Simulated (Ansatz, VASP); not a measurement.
**LiF (Griceite) in VASP and in Ansatz**

Contents of INCAR:

```
  PREC = Accurate
  ENCUT = 520
  EDIFF = 1E-7
  ISMEAR = -1
  SIGMA = 0.05
  LREAL = F
  LASPH = T
  NELM = 80
  ALGO = Normal
  ISIF = 2
  LWAVE = F
  LCHARG = F
  GGA = PS
  NBANDS = 12
```

Contents of KPOINTS:

```
Automatic mesh
0
Gamma
  11 11 11
```

POSCAR

```
LiF
1.0
    0.0000000000      2.0273381371      2.0273381371
    2.0273381371      0.0000000000      2.0273381371
    2.0273381371      2.0273381371      0.0000000000
F Li
1 1
Direct
    0.5000000000      0.5000000000      0.5000000000
    0.0000000000      0.0000000000      0.0000000000
```

The input input.yaml:

```yaml
crystal:
  lattice:
    - [0.0, 2.0273381371, 2.0273381371]
    - [2.0273381371, 0.0, 2.0273381371]
    - [2.0273381371, 2.0273381371, 0.0]
  atoms:
    - { symbol: F, position: [0.5, 0.5, 0.5] }
    - { symbol: Li, position: [0.0, 0.0, 0.0] }
hamiltonian:
  xc: pbesol
  pseudopotentials: { kind: paw }
kpoints:
  mp_grid: { grid: [11, 11, 11] }
scf:
  occupations: { method: fermi_dirac, width: 0.05 }
output:
  forces: true
  stress: true
  eigenvalues: true
```

Change from the starting cell: volume scaled by 1.02.

Alike in both runs: task single point; functional PBEsol; k mesh 11 × 11 × 11; occupations fermi-dirac, width 0.05 eV; no spin polarisation.

|  | VASP | Ansatz |
| --- | --- | --- |
| version | VASP 6.6.1 | Ansatz 0.2.0 |
| potentials or method | VASP PAW PBE potentials, release 64 (F, Li_sv) | Ansatz PAW |
| plane-wave cutoff (eV) | 520 | 420 |
| valence electrons in the cell | 10 | 10 |

Ansatz gave:

- gap on the k mesh at the Fermi level (eV): 8.75
- least direct gap on the mesh (eV): 8.75

**Question.** What did VASP give for the same quantities?

**Answer.** gap on the k mesh at the Fermi level (eV): 8.74; least direct gap on the mesh (eV): 8.74.

Caveats: an odd mesh through Γ misses points on the zone boundary, where band edges often lie (VASP); odd divisions of the mesh miss points on the zone boundary, where band edges often lie, so the gap on the mesh can be too wide (Ansatz).
